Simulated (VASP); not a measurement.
# P (P2/m) in VASP: notebook, part 2 of 2

VASP 6.6.1.

### Step 5. Single point, PBE

INCAR reads:

```
PREC = Accurate
ENCUT = 460
EDIFF = 1E-6
ISMEAR = 0
SIGMA = 0.1
LREAL = False
LASPH = True
NELM = 100
ALGO = Normal
ISIF = 2
LWAVE = False
LCHARG = False
GGA = PE
ADDGRID = True
```

KPOINTS reads:

```
regular mesh
0
Gamma
  14 14 7
```

POSCAR reads:

```
P
1.0
    2.4246941115      0.0000000000      0.0000000000
    0.0000000000      2.4385351442      0.0000000000
   -0.0203144631      0.0000000000      4.8524328982
P
2
Direct
    0.0000000300      0.0000000000      0.7494253600
    0.9999999700      0.0000000000      0.2505746400
```

Potentials or basis: VASP PAW PBE potentials, release 64 (P).

Started as:

```
$ cat potpaw_PBE.64/P/POTCAR > POTCAR
$ mpirun -np 1 vasp_std > vasp.out
```

OUTCAR:

```text
PREC = Accurate
   ENCUT = 460
   EDIFF = 1E-6
   ISMEAR = 0
   LREAL = False
   LASPH = True
   NELM = 100
   ISIF = 2
   GGA = PE

 Found    400 irreducible k-points:

 Following reciprocal coordinates:
            Coordinates               Weight
  0.000000  0.000000  0.000000      1.000000
  0.071429  0.000000  0.000000      2.000000
  0.142857  0.000000  0.000000      2.000000
  0.214286  0.000000  0.000000      2.000000
  0.285714  0.000000  0.000000      2.000000
  0.357143  0.000000  0.000000      2.000000
   k-points           NKPTS =    400   k-points in BZ     NKDIM =    400   number of bands    NBANDS=      9
   number of dos      NEDOS =    301   number of ions     NIONS =      2
   total plane-waves  NPLWV =  11664
   dimension x,y,z NGX =    18 NGY =   18 NGZ =   36
   dimension x,y,z NGXF=    36 NGYF=   36 NGZF=   72
   ions per type =               2
   NGX,Y,Z   is equivalent  to a cutoff of  12.34, 12.27, 12.33 a.u.
   NGXF,Y,Z  is equivalent  to a cutoff of  24.68, 24.54, 24.67 a.u.
 SYSTEM =  unknown system
   PREC   = accura    normal or accurate (medium, high low for compatibility)
   ISTART =      0    job   : 0-new  1-cont  2-samecut
   ICHARG =      2    charge: 1-file 2-atom 10-const
   ISPIN  =      1    spin polarized calculation?
   LNONCOLLINEAR =      F non collinear calculations
   LSORBIT =      F    spin-orbit coupling
   LASPH  =      T    aspherical Exc in radial PAW
   ENCUT  =  460.0 eV  33.81 Ry    5.81 a.u.   4.24  4.26  8.49*2*pi/ulx,y,z
   NELM   =    100;   NELMIN=  2; NELMDL= -5     # of ELM steps
   EDIFF  = 0.1E-05   stopping-criterion for ELM
   LREAL  =      F    real-space projection
   EDIFFG = 0.1E-04   stopping-criterion for IOM
   NSW    =      0    number of steps for IOM
   IBRION =     -1    ionic relax: 0-MD 1-quasi-New 2-CG
   NFREE  =      0    steps in history (QN), initial steepest desc. (CG)
   ISIF   =      2    stress and relaxation
   ISYM   =      2    0-nonsym 1-usesym 2-fastsym
   POTIM  = 0.5000    time-step for ionic-motion
   TEBEG  =    0.0;   TEEND  =   0.0 temperature during run
   PSTRESS=    0.0 pullay stress
   NELECT =      10.0000    total number of electrons
   NUPDOWN=      -1.0000    fix difference up-down
   EMIN   =  10.00;   EMAX   =-10.00  energy-range for DOS
   EFERMI =   0.00;   METHOD = LEGACY
   ISMEAR =     0;   SIGMA  =   0.10  broadening in eV -4-tet -1-fermi 0-gaus
   EFERMI_NEDOS =   21; number of points for ismear=-14 and -15
   IALGO  =     38    algorithm
   IMIX   =      4    mixing-type and parameters
     AMIX     =   0.40;   BMIX     =  1.00
     AMIX_MAG =   1.60;   BMIX_MAG =  1.00
  volume/ion in A,a.u.               =      14.35        96.81
  Fermi-wavevector in a.u.,A,eV,Ry     =   1.152107  2.177167 18.059715  1.327352
  Thomas-Fermi vector in A             =   2.288761
   LORBIT       =      0    0 simple, 1 ext, 2 COOP (PROOUT), +10 PAW based schemes
   GGA     = PE    functional components
   LHFCALC =     F    Hartree Fock is set to
   AEXX    =    0.0000 exact exchange contribution
   IVDW    =     0    specifies the selected vdW correction
   LEPSILON=     F    determine dielectric tensor
   LRPA    =     F    only Hartree local field effects (RPA)
 non-spin polarized calculation
 Gauss-broadening in eV      SIGMA  =   0.10
  energy-cutoff  :      460.00
  volume of cell :       28.69
 maximum number of plane-waves:       656
 NGX is ok and might be reduce to    18
   NGX =  9   NGY =  9   NGZ = 17

 number of electron      10.0000000 magnetization

 Free energy of the ion-electron system (eV)
  ---------------------------------------------------
  ext. energy  EPLUGINS =         0.00000000
  ---------------------------------------------------
  free energy    TOTEN  =       -10.54207118 eV

  energy without entropy =      -10.53770364  energy(sigma->0) =      -10.53988741

 E-fermi :   9.8190     XC(G=0): -11.3430

 val. band max:        9.8183776667   @ k =   0.5000   0.2857   0.4286
 cond. band min:       9.8227145092   @ k =  -0.2857   0.5000   0.4286
 fundamental gap:      0.0043368425
 Fermi energy:         9.8189512876

 k-point     1 :       0.0000    0.0000    0.0000
  band No.  band energies     occupation
      1      -6.7940      2.00000
      2      -2.3662      2.00000
      3       1.0625      2.00000
      4      14.8087      0.00000
      5      15.0167      0.00000
      6      15.0579      0.00000
      7      16.6089      0.00000
      8      16.6757      0.00000
      9      17.8715      0.00000
[... 49 lines left out ...]
 k-point     6 :       0.3571    0.0000    0.0000
  band No.  band energies     occupation
      1      -3.9626      2.00000
      2       0.5309      2.00000
      3       3.4858      2.00000
      4       3.5588      2.00000
      5       7.2856      2.00000
      6      12.7861      0.00000
      7      16.8822      0.00000
      8      17.0929      0.00000
      9      18.5782      0.00000

 [... further k-points ...]

------------------------ aborting loop because EDIFF is reached ----------------------------------------

  FORCE on cell =-STRESS in cart. coord.  units (eV):
  Direction    XX          YY          ZZ          XY          YZ          ZX
  --------------------------------------------------------------------------------------
  -------------------------------------------------------------------------------------
  Total        0.4693091      0.3694136      0.4573368      0.0000000      0.0000000      0.0128395
  in kB       26.2074057     20.6289899     25.5388432      0.0000000      0.0000000      0.7169878
  external PRESSURE =      24.1250796 kB  Pullay stress =       0.0000000 kB

 VOLUME and BASIS-vectors are now :
 -----------------------------------------------------------------------------
  energy-cutoff  :      460.00
  volume of cell :       28.69
      direct lattice vectors                 reciprocal lattice vectors
     2.424694112  0.000000000  0.000000000     0.412423157  0.000000000  0.001726589
     0.000000000  2.438535144  0.000000000     0.000000000  0.410082259  0.000000000
    -0.020314463  0.000000000  4.852432898     0.000000000  0.000000000  0.206082190

 POSITION                                       TOTAL-FORCE (eV/Angst)
 -----------------------------------------------------------------------------------
     -0.01522      0.00000      3.63654         0.000288      0.000000     -0.004864
      2.41960      0.00000      1.21590        -0.000288      0.000000      0.004864
 -----------------------------------------------------------------------------------
    total drift:                               -0.000000      0.000000     -0.000000

  FREE ENERGIE OF THE ION-ELECTRON SYSTEM (eV)
  ---------------------------------------------------
  free  energy   TOTEN  =       -10.5420711836 eV

  energy  without entropy=      -10.5377036385  energy(sigma->0) =      -10.53988741
```

Run time: 71 s. Hardware: 1 thread of Intel Xeon Platinum 8259CL at 2.50GHz (Skylake/Cascade Lake), shared host; peak memory 0.21 GiB.

These settings aren't checked as converged: the numbers below hold their error.

What came out:

- Free energy: -10.5421 eV
- Pressure: 2.4 GPa
- Largest force: 0.005 eV/Å
- Band gap on the k mesh: none (metal or under the smearing width)

### Step 6. The reference run

An earlier run on the cell as given: functional PBE; potentials or basis VASP PAW PBE potentials, release 64 (P); cutoff 520 eV; k mesh 11 × 11 × 6; occupations fermi-dirac, width 0.05 eV; no spin polarisation.

* Pressure: 1.9 GPa
* Largest force: 0.005 eV/Å
* Band gap on the k mesh: none (metal or under the smearing width)
